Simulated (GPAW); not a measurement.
The system is Sc.

```
Sc
1.0
    -1.91721    1.91721    1.71760
     1.91721   -1.91721    1.71760
     1.91721    1.91721   -1.71760
Sc
1
Cartesian
  0.0000 0.0000 0.0000
```

This isn't the form of Sc at room conditions, which is hcp.

```yaml
Program: GPAW 26.7.0
Task: relaxation of cell and atoms
Functional: PBE
Dispersion: D4
Potentials_or_basis: GPAW PAW data sets (gpaw-data 1.2.1)
Cutoff: 600 eV
Basis: pw
k_mesh: 10 × 10 × 10
Occupations: fermi-dirac, width 0.05 eV
Spin: no spin polarisation
```

At the start: pressure -2.5 GPa; volume 25.25 Å³/atom.

Task: Where does the relaxation end?

Result: Over 20 steps the energy falls by 15.0 meV/atom and the volume is 24.03 Å³/atom (-4.8 %); space group I4/mmm (No. 139, to 0.05 Å).

The path:
```tsv
step	energy change (eV)	largest force (eV/Å)	pressure (GPa)	volume (Å³)
1	0.0000	0.0000	-2.47	25.25
2	-0.0043	0.0000	-1.92	24.96
3	-0.0093	0.0000	-0.90	24.45
4	-0.0110	0.0000	0.40	23.86
5	-0.0111	0.0000	0.37	23.87
6	-0.0112	0.0000	0.33	23.89
7	-0.0113	0.0000	0.26	23.92
8	-0.0115	0.0000	0.18	23.95
9	-0.0116	0.0000	0.09	23.99
10	-0.0118	0.0000	0.00	24.03
11	-0.0119	0.0000	-0.08	24.07
12	-0.0121	0.0000	-0.14	24.10
13	-0.0124	0.0000	-0.19	24.12
14	-0.0127	0.0000	-0.20	24.12
15	-0.0131	0.0000	-0.16	24.10
16	-0.0135	0.0000	-0.07	24.07
17	-0.0139	0.0000	0.05	24.02
18	-0.0144	0.0000	0.14	23.98
19	-0.0147	0.0000	0.15	23.98
20	-0.0150	0.0000	0.04	24.03
```

Final structure:
```
Sc
1.0
    -1.83301    1.83301    1.78803
     1.83301   -1.83301    1.78803
     1.83301    1.83301   -1.78803
Sc
1
Direct
  0.00000 0.00000 0.00000
```

Caveat: later steps reuse the first step's grids; pairwise dispersion overbinds metals, which lowers pressure and volume.
